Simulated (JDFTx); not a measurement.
## MgO under changes of volume

One of the cells (11.804 Å³/atom); the others are scaled copies at fixed shape and fractional positions:

```
Mg O
1.0
     3.30779    0.00000    0.00000
    -1.65389    2.86463    0.00000
     0.00000    0.00000    4.98288
Mg O
2 2
Cartesian
  1.6539 0.9549 2.5022
  0.0000 1.9098 0.0108
  1.6539 0.9549 4.4968
  0.0000 1.9098 2.0053
```

Measurements of this composition are mostly on another form, of space group No. 225.

```yaml
Program: JDFTx 1.7.0 (patched build)
Functional: PBE
Potentials_or_basis: PseudoDojo-SR-PBE-0.5-standard
Cutoff: 1143 eV
Density_cutoff: 9143 eV
k_mesh: 9 × 9 × 6
Occupations: fermi-dirac, width 0.05 eV
Spin: no spin polarisation
```

```tsv
volume (Å³/atom)	energy over the lowest point (meV/atom)	pressure (GPa)	gap on the mesh (eV)	largest force (eV/Å)
11.096	36.27	12.2	3.84	0.058
11.332	20.70	8.9	3.72	0.035
11.568	9.75	5.9	3.60	0.014
11.804	?	?	?	?
12.040	0.00	0.8	3.38	0.026
12.276	0.46	-1.4	3.28	0.043
12.512	4.02	-3.5	3.18	0.059
```

Q: What does the run at 11.804 Å³/atom give?

A: Energy over the lowest point 2.98 meV/atom; pressure 3.2 GPa; gap on the mesh 3.49 eV; largest force 0.007 eV/Å.

Worked out: A Birch-Murnaghan fit of order 3 (a polynomial in V^(-2/3)) to the other rows has its minimum at 12.12 Å³/atom with B0 = V·E''(V) = 115 GPa and B' = 4.0 at fixed shape and positions, which overstates the stiffness. It gives 2.98 meV/atom at 11.804 Å³/atom, against the run's 2.98, and -dE/dV = 3.3 GPa, against 3.2. A straight line through the other rows of the gap, of slope -5.5 eV per unit of ln V (its deformation potential), gives 3.49 eV, against the run's 3.49.

Energies are extrapolated to zero smearing.

Caveats: an odd mesh through Γ misses points on the zone boundary, where band edges often lie.
